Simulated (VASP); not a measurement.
A run of VASP 6.6.1:

The input INCAR:

```
SYSTEM = Si2Mo
PREC = Accurate ; ENCUT = 520
EDIFF = 1E-7 ; ISMEAR = 1
SIGMA = 0.1 ; LREAL = .False.
LASPH = .True. ; NELM = 80
ALGO = Fast ; ISIF = 2
LWAVE = .False. ; LCHARG = .False.
GGA = PE ; IBRION = 2
NSW = 40 ; EDIFFG = -0.005
```

KPOINTS

```
Automatic mesh
0
Gamma
  3 3 3
  0 0 0
```

POSCAR

```
Si2Mo
1.0
    9.6000000000      0.0000000000      0.0000000000
    0.0000000000      9.6000000000      0.0000000000
    0.0000000000      0.0000000000      7.8610000000
Si Mo
36 18
Direct
    1.0000000000      0.0000000000      0.3330000000
    0.3333333333      0.0000000000      0.3330000000
    0.6666666667      0.0000000000      0.3330000000
    0.0000000000      0.3333333333      0.3330000000
    0.1666666667      0.1666666667      0.8330000000
    0.3333333333      0.3333333333      0.3330000000
    0.5000000000      0.1666666667      0.8330000000
    0.6666666667      0.3333333333      0.3330000000
    0.8333333333      0.1666666667      0.8330000000
    1.0000000000      0.6666666667      0.3330000000
    0.1666666667      0.5000000000      0.8330000000
    0.3333333333      0.6666666667      0.3330000000
    0.5000000000      0.5000000000      0.8330000000
    0.6666666667      0.6666666667      0.3330000000
    0.8333333333      0.5000000000      0.8330000000
    0.1666666667      0.8333333333      0.8330000000
    0.5000000000      0.8333333333      0.8330000000
    0.8333333333      0.8333333333      0.8330000000
    0.0000000000      1.0000000000      0.6670000000
    0.3333333333      0.0000000000      0.6670000000
    0.6666666667      0.0000000000      0.6670000000
    0.0000000000      0.3333333333      0.6670000000
    0.1666666667      0.1666666667      0.1670000000
    0.3333333333      0.3333333333      0.6670000000
    0.5000000000      0.1666666667      0.1670000000
    0.6666666667      0.3333333333      0.6670000000
    0.8333333333      0.1666666667      0.1670000000
    0.0000000000      0.6666666667      0.6670000000
    0.1666666667      0.5000000000      0.1670000000
    0.3333333333      0.6666666667      0.6670000000
    0.5000000000      0.5000000000      0.1670000000
    0.6666666667      0.6666666667      0.6670000000
    0.8333333333      0.5000000000      0.1670000000
    0.1666666667      0.8333333333      0.1670000000
    0.5000000000      0.8333333333      0.1670000000
    0.8333333333      0.8333333333      0.1670000000
    0.0000000000      0.0000000000      0.0000000000
    0.3333333333      0.0000000000      0.0000000000
    0.6666666667      0.0000000000      0.0000000000
    0.0000000000      0.3333333333      0.0000000000
    0.1666666667      0.1666666667      0.5000000000
    0.3333333333      0.3333333333      0.0000000000
    0.5000000000      0.1666666667      0.5000000000
    0.6666666667      0.3333333333      0.0000000000
    0.8333333333      0.1666666667      0.5000000000
    0.0000000000      0.6666666667      0.0000000000
    0.1666666667      0.5000000000      0.5000000000
    0.3333333333      0.6666666667      0.0000000000
    0.5000000000      0.5000000000      0.5000000000
    0.6666666667      0.6666666667      0.0000000000
    0.8333333333      0.5000000000      0.5000000000
    0.1666666667      0.8333333333      0.5000000000
    0.5000000000      0.8333333333      0.5000000000
    0.8333333333      0.8333333333      0.5000000000
```

Potentials or basis: VASP PAW PBE potentials, release 64 (Si, Mo_sv).

Run with:

```bash
$ cat potpaw_PBE.64/Si/POTCAR potpaw_PBE.64/Mo_sv/POTCAR > POTCAR
$ mpirun -np 8 vasp_std > vasp.out
```

Hardware: 8 MPI ranks on Intel(R) Xeon(R) Platinum 8375C CPU @ 2.90GHz (Ice Lake), on a shared host.

Question: Estimate the wall time of this run.

Answer: Wall time 25 min on 8 MPI ranks on Intel(R) Xeon(R) Platinum 8375C CPU @ 2.90GHz (Ice Lake) (shared host), peak memory 0.36 GiB a rank. Counts: scf iterations 37, k points 6, ion steps 3.
